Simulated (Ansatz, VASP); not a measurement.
## One calculation of Sb, two programs

The input INCAR:

```
SYSTEM = Sb
PREC = Accurate
ENCUT = 520
EDIFF = 1E-6
ISMEAR = -1
SIGMA = 0.05
LREAL = .False.
LASPH = .True.
NELM = 100
ALGO = Normal
ISIF = 2
LWAVE = .False.
LCHARG = .True.
GGA = PE
LELF = .True.
LVHAR = .True.
NBANDS = 8
```

The input KPOINTS:

```
regular mesh
0
Gamma
  13 13 13
  0 0 0
```

File POSCAR:

```
Sb
1.0
    3.1600000000     -0.0474000000     -0.0474000000
   -0.0474000000      3.1600000000     -0.0474000000
   -0.0474000000     -0.0474000000      3.1600000000
Sb
1
Direct
    0.0000000000      0.0000000000      0.0000000000
```

Input for Ansatz:

```yaml
crystal:
  lattice:
    - [3.16, -0.0474, -0.0474]
    - [-0.0474, 3.16, -0.0474]
    - [-0.0474, -0.0474, 3.16]
  atoms:
    - { symbol: Sb, position: [0.0, 0.0, 0.0] }
kpoints:
  mp_grid: { grid: [13, 13, 13] }
  band_path:
    path:
      - [0.0, 0.0, 0.0]
      - [0.5, 0.0, 0.0]
      - [0.5, -0.5, 0.5]
      - [0.4710985464, -0.5289014536, 0.4710985464]
      - [0.4710985464, 0.4710985464, 0.4710985464]
      - [0.0, 0.0, 0.0]
      - [0.5, -0.5, 0.0]
    npoints: 5
scf:
  occupations: { method: fermi_dirac, width: 0.05 }
hamiltonian:
  xc: pbe
  pseudopotentials: { kind: all_electron, lapw: { basis_error: 0.001 } }
output:
  forces: true
  stress: true
  eigenvalues: true
```

Change from the starting cell: equal xy, yz and zx shear strains of -3 %.

Alike in both runs: task single point; functional PBE; k mesh 13 × 13 × 13; occupations fermi-dirac, width 0.05 eV; no spin polarisation.

|  | VASP | Ansatz |
| --- | --- | --- |
| version | VASP 6.6.1 | Ansatz 0.2.0 |
| potentials or method | VASP PAW PBE potentials, release 64 (Sb) | all-electron LAPW, scalar-relativistic |
| plane-wave cutoff (eV) | 520 | see its input |

|  | VASP | Ansatz | Ansatz less VASP |
| --- | --- | --- | --- |
| pressure (GPa) | -2.6 | -2.5 | +0.05 |
| largest component of the traceless stress (GPa) | 0.44 | 0.44 | 0.000 |

Ansatz ran all-electron here, so the differences hold the error of VASP's frozen core and of both bases.

Spin-orbit coupling is left out, which matters for the levels of Sb.
